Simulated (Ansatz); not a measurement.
Al:

```
Al
1.0
     2.81246    0.00000    0.00000
    -1.40623    2.43566    0.00000
     0.00000    0.00000    4.86685
Al
2
Direct
  0.33333 0.66667 0.25000
  0.66667 0.33333 0.75000
```

This isn't the form of Al at room conditions, which is fcc.

Base run:

```yaml
Program: Ansatz 0.2.0
Functional: PBEsol
Potentials_or_basis: all-electron LAPW, scalar-relativistic
Cutoff: 138 eV (chosen from the basis error)
Basis_error_allowed: 0.001 eV/atom
k_mesh: 11 × 11 × 6
Occupations: fermi-dirac, width 0.05 eV
Spin: no spin polarisation
```

Its results: pressure -1.3 GPa.

Task: The run is repeated on the same cell with these changes: functional from PBEsol to LDA. What comes out?

Result: Pressure -3.0 GPa.

LDA binds more tightly than PBEsol, so the same cell stands under less pressure.
